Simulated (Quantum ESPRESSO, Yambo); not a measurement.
# GaP (F-43m): G0W0 with Yambo, start to end, part 2 of 3

How does a plane-wave GW calculation on GaP (F-43m) run from the first input to the gap?

Quantum ESPRESSO 7.5 and Yambo 5.3.0; PBE and many-body steps on it, plane waves. Known limits of the many-body steps: not at the basis limit; no spin-orbit coupling; coarse k mesh.

So far. Step 2 (Ground state): The gap is indirect, with the least direct gap 0.16 eV higher. Step 3 (Bands along the symmetry lines): The gap is 1.594 eV, −0.059 eV from the run before at this level.

## 4. Empty states on the mesh, 4×4×4 mesh, 104 bands

Level of this step: DFT, PBE, plane waves, norm-conserving pseudopotentials (Quantum ESPRESSO).

The sums over transitions need many empty states on a uniform mesh; this step solves for them.

File pw.in:

```
&control
  calculation = 'nscf'
  prefix = 'x'
  outdir = 'o'
  pseudo_dir = 'pseudo'
/
&system
  ibrav = 0
  nat = 2
  ntyp = 2
  ecutwfc = 104.0
  nbnd = 104
  force_symmorphic = .true.
/
&electrons
  conv_thr = 1e-9
  electron_maxstep = 80
  diago_full_acc = .true.
  diago_thr_init = 5e-6
/
ATOMIC_SPECIES
  Ga 69.723 Ga.upf
  P 30.974 P.upf
CELL_PARAMETERS angstrom
  0.0000000000 2.7252500000 2.7252500000
  2.7252500000 0.0000000000 2.7252500000
  2.7252500000 2.7252500000 0.0000000000
ATOMIC_POSITIONS crystal
  Ga 0.0000000000 0.0000000000 0.0000000000
  P 0.2500000000 0.2500000000 0.2500000000
K_POINTS automatic
  4 4 4 0 0 0
```

The run is started by

```console
$ OMP_NUM_THREADS=1 mpirun -n 4 pw.x -nk 4 -in pw.in > pw.out
```

The log of the run:

```text
[banner, memory and clock lines left out]
Program PWSCF v.7.5 starts

     Atomic positions and unit cell read from directory:
     o/x.save/

     Message from routine setup:
     using ibrav=0 with symmetry is DISCOURAGED, use correct ibrav instead

     G-vector sticks info

     bravais-lattice index     =            0
     lattice parameter (alat)  =       7.2832  a.u.
     unit-cell volume          =     273.1780 (a.u.)^3
     number of atoms/cell      =            2
     number of atomic types    =            2
     number of electrons       =        26.00
     number of Kohn-Sham states=          104
     kinetic-energy cutoff     =     104.0000  Ry
     charge density cutoff     =     416.0000  Ry
     Exchange-correlation= PBE
                           (   1   4   3   4   0   0   0)

     celldm(1)=   7.283166  celldm(2)=   0.000000  celldm(3)=   0.000000
     celldm(4)=   0.000000  celldm(5)=   0.000000  celldm(6)=   0.000000

     crystal axes: (cart. coord. in units of alat)
               a(1) = (   0.000000   0.707107   0.707107 )
               a(2) = (   0.707107   0.000000   0.707107 )
               a(3) = (   0.707107   0.707107   0.000000 )

     reciprocal axes: (cart. coord. in units 2 pi/alat)
               b(1) = ( -0.707107  0.707107  0.707107 )
               b(2) = (  0.707107 -0.707107  0.707107 )
               b(3) = (  0.707107  0.707107 -0.707107 )
     Pseudo is Norm-conserving + core correction, Zval = 21.0
     Generated using ONCVPSP code by D. R. Hamann
     Using radial grid of 1902 points,  6 beta functions with:
     Pseudo is Norm-conserving + core correction, Zval =  5.0
     Generated using ONCVPSP code by D. R. Hamann
     Using radial grid of 1298 points,  6 beta functions with:
     Ga               21.00    69.72300     Ga( 1.00)
     P                 5.00    30.97400     P ( 1.00)

     24 Sym. Ops. (no inversion) found

   Cartesian axes

     site n.     atom                  positions (alat units)
         1        Ga     tau(   1) = (   0.0000000   0.0000000   0.0000000  )
         2        P      tau(   2) = (   0.3535534   0.3535534   0.3535534  )

     number of k points=     8
                       cart. coord. in units 2pi/alat
        k(    1) = (   0.0000000   0.0000000   0.0000000), wk =   0.0312500
        k(    2) = (   0.1767767   0.1767767  -0.1767767), wk =   0.2500000
        k(    3) = (  -0.3535534  -0.3535534   0.3535534), wk =   0.1250000
[...]
k(    7) = (  -0.7071068   0.0000000   0.0000000), wk =   0.0937500
        k(    8) = (  -0.7071068   0.3535534   0.0000000), wk =   0.1875000

     Dense  grid:    39189 G-vectors     FFT dimensions: (  48,  48,  48)

     The potential is recalculated from file :
     o/x.save/charge-density

     Starting wfcs are   17 randomized atomic wfcs +   87 random wfcs

     Band Structure Calculation

     End of band structure calculation

          k = 0.0000 0.0000 0.0000 (  4909 PWs)   bands (ev):

  -135.1871 -85.9119 -85.9119 -85.9119  -6.3350  -6.3350  -6.3350  -6.2380
    -6.2380  -4.2883   8.2046   8.2046   8.2046  10.0222  12.0913  12.0913
    12.0913  17.0190  17.9322  17.9322  20.6547  20.6547  20.6547  24.0456
[...]
k = 0.1768 0.1768-0.1768 (  4873 PWs)   bands (ev):

[...]
k =-0.3536-0.3536 0.3536 (  4910 PWs)   bands (ev):

[...]
89.0622  89.0622  90.3732  92.5656  92.7730  92.7730  92.7804  94.3380
    94.3380  94.4618  95.0441  95.0441  98.4181  98.8962  98.8962  99.3249

          k = 0.3536 0.0000 0.0000 (  4865 PWs)   bands (ev):

     [... further k-points ...]

     highest occupied, lowest unoccupied level (ev):     8.2046    9.8577

     XML data file, pseudopotentials, collected wavefunctions
```

Wall time 7.4 s (4 MPI ranks of Arm Neoverse V2, shared host); peak memory 0.39 GiB.

This step gave:

* gap: 1.653 eV
* k of the valence top: 0, 0, 0
* k of the conduction bottom: 0, -0.5, -0.5
* least direct gap: 1.818 eV
* k points computed: 8
* lowest point of the top converged band, above the valence top: 88.6883 eV

On this mesh the gap is 1.653 eV.

## 5. Conversion and set-up

This step: Yambo 5.3.0; conversion and set-up on PBE, plane waves, norm-conserving pseudopotentials.

The states are converted to the many-body program's format and the q mesh is built.

The run is started by

```console
$ (cd o/x.save; p2y > p2y.log; mv SAVE ../..); yambo > setup.log
```

The log of the run:

```text
 Yambo, version 5.3.0

 [02] CORE Variables Setup
 =========================

  [02.01] Unit cells
  ==================

  Cell kind             :  FCC
  Atoms in the cell     :  Ga  P
  number of Ga atoms    :  1
  number of P  atoms    :  1

  List of atomic masses
  Mass of Ga    :  69.72300
  Mass of P     :  30.97400

  List of atomic coordinates    : [cc]
  Ga1       :  0.000000  0.000000  0.000000  order 1
  P1       :  2.574988  2.574988  2.574988  order 2

  Alat factors          :  5.149976  5.149976  5.149976 [a.u.]
  Direct lattice volume :  273.1780 [a.u.]
  Direct lattice vectors:  A[ 1 ]  A[ 2 ]  A[ 3 ]
   A[ 1 ]:  0.000000  1.000000  1.000000  [iru]
   0.000000  5.149976  5.149976  [cc]
   A[ 2 ]:  1.000000  0.000000  1.000000  [iru]
   5.149976  0.000000  5.149976  [cc]
   A[ 3 ]:  1.000000  1.000000  0.000000  [iru]
   5.149976  5.149976  0.000000  [cc]

  Recip. lattice volume :  0.908017 [a.u.]
  Recip. lattice vectors:  B[ 1 ]  B[ 2 ]  B[ 3 ]
   B[ 1 ]: -0.500000  0.500000  0.500000  [iku]
  -0.610021  0.610021  0.610021  [cc]
   B[ 2 ]:  0.500000 -0.500000  0.500000  [iku]
   0.610021 -0.610021  0.610021  [cc]
   B[ 3 ]:  0.500000  0.500000 -0.500000  [iku]
   0.610021  0.610021 -0.610021  [cc]

  [02.02] Symmetries
  ==================

  Inversion symmetry    : yes
  Spatial inversion     : no
  Inversion index       :  25
  K-space Time-reversal : yes
  Magnetic symmetries   : no
  Time-reversal derived K-space symmetries:   25   48
  Group table correct   : yes
  Symmetries units      :  [cc]

   [S  1]:   1.0000      0.28077E-16  0.28077E-16  0.28077E-16   1.0000     -0.28077E-16 -0.28077E-16 -0.28077E-16   1.0000
   [S  2]:  -1.0000     -0.28077E-16  0.28077E-16 -0.28077E-16  -1.0000     -0.28077E-16  0.28077E-16  0.28077E-16   1.0000
   [S  3]:  -1.0000      0.28077E-16 -0.28077E-16 -0.28077E-16   1.0000      0.28077E-16  0.28077E-16 -0.28077E-16  -1.0000
[...]
[S  9]:  0.28077E-16   1.0000      0.28077E-16 -0.28077E-16  0.28077E-16   1.0000       1.0000     -0.28077E-16 -0.28077E-16
   [S 10]:  0.28077E-16  -1.0000     -0.28077E-16 -0.28077E-16 -0.28077E-16  -1.0000       1.0000      0.28077E-16  0.28077E-16
     [... 36 further rows ...]
   [S*47]:   1.0000      0.28077E-16 -0.28077E-16  0.28077E-16 -0.28077E-16  -1.0000     -0.28077E-16   1.0000      0.28077E-16
   [S*48]:   1.0000     -0.28077E-16  0.28077E-16  0.28077E-16  0.28077E-16   1.0000     -0.28077E-16  -1.0000     -0.28077E-16

  [02.03] Reciprocal space
  ========================

  nG shells         :   375
  nG charge         :   39189
  nG WFs            :   5904
  nC WFs            :   4916
  G-vecs. in first 37 shells:  [ Number ]
     1    9   15   27   51   59   65   89  113
    137   169   181   229   259   283   307   331   339
    387   411   459   531   537   561   609   645   701
[...]
1139
  ...
[...]
K/Q-points units:
  rlu = crystal or reduced units; cc = cartesian coordinates; iku = interal k-units

  K [1]          [rlu]:  0.000000  0.000000  0.000000
         WF components:   4909
  K [2]          [rlu]:  0.24132E-17  0.24132E-17  0.25000
         WF components:   4873
  K [3]          [rlu]: -0.48265E-17 -0.48265E-17 -0.50000
         WF components:   4910
  K [4]          [rlu]:  0.17252E-17  0.25000      0.25000
         WF components:   4865
  K [5]          [rlu]:  0.10504E-16  0.25000     -0.50000
         WF components:   4893
  [... 2 further k-points ...]
  K [8]          [rlu]:  0.250000 -0.500000 -0.250000
         WF components:   4916

  [02.05] Energies & Occupations
  ==============================

  [X] === General ===
  [X] Electronic Temperature                        :  0.000000  0.000000 [eV K]
  [X] Bosonic    Temperature                        :  0.000000  0.000000 [eV K]
  [X] Finite Temperature mode                       : no
  [X] El. density                                   :  0.64228E+24 [cm-3]
  [X] Fermi Level                                   :  8.204632 [eV]

  [X] === Gaps and Widths ===
  [X] Conduction Band Min                           :  1.653057 [eV]
  [X] Valence Band Max                              :  0.000000 [eV]
  [X] Filled Bands                                  :  13
  [X] Empty Bands                                   :   14  104
  [X] Direct Gap                                    :  1.817542 [eV]
  [X] Direct Gap localized at k                     :  1
  [X] Indirect Gap                                  :  1.653057 [eV]
  [X] Indirect Gap between kpts                     :   1   7
  [X] Last valence band width                       :  3.419264 [eV]
  [X] 1st conduction band width                     :  3.048655 [eV]

  E @ K [1]:  [eV]
  -143.3917  -94.1165  -94.1165  -94.1165  -14.5396  -14.5396  -14.5396  -14.4426
   -14.4426     -12.4929    -0.354862E-8 -0.180691E-8   0.00000      1.81754      3.88663      3.88663
    3.88663   8.81441   9.72756   9.72756  12.45007  12.45007  12.45007  15.84095
[...]
occ @ K [1]
[...]
E @ K [2]:  [eV]
[...]
occ @ K [2]
[...]
E @ K [3]:  [eV]
[...]
occ @ K [3]
[...]
E @ K [4]:  [eV]
[...]
occ @ K [4]
[...]
E @ K [5]:  [eV]
[...]
occ @ K [5]
[...]
[... 2 further k-points ...]
  E @ K [8]:  [eV]
[...]
occ @ K [8]
[...]
0.000000  0.000000  0.000000  0.000000  0.000000  0.000000  0.000000  0.000000
   0.000000  0.000000  0.000000  0.000000  0.000000  0.000000  0.000000  0.000000

 [03] Transferred momenta grid and indexing
 ==========================================

 IBZ Q-points                                      :   8
 BZ  Q-points                                      :   64

 K/Q-points units:
 rlu = crystal or reduced units; cc = cartesian coordinates; iku = interal k-units

 Q [1]          [rlu]:  0.000000  0.000000  0.000000
 Q [2]          [rlu]: -0.25926E-17 -0.25926E-17  0.25000
 Q [3]          [rlu]:  0.51853E-17  0.51853E-17 -0.50000
[...]
Q [7]          [rlu]: -0.34504E-17 -0.50000     -0.50000
 Q [8]          [rlu]:  0.250000 -0.500000 -0.250000

  [03.01] X indexes
  =================

   [03.01.01] Sigma indexes
   ========================

 [06] Game Over & Game summary
```

Elapsed: 3.2 s, on 1 MPI rank; peak memory 0.25 GiB.

[end of part 2 of 3]

[Paths, hosts, dates, memory and timing lines, banners, echoed tables and standing remarks are left out of the program output.]

[Logs are printed without paths, hosts, clocks, repeated set-up lines and the standing remarks that a program may print on its own settings, such as how far it seeks lower states.]

[Runs of the session that timed out or met a known fault of the program may be left out.]

[Hosts, paths, dates, database ids (printed as entryN), source tags and the programs' standing remarks are cut or masked in the printed files.]
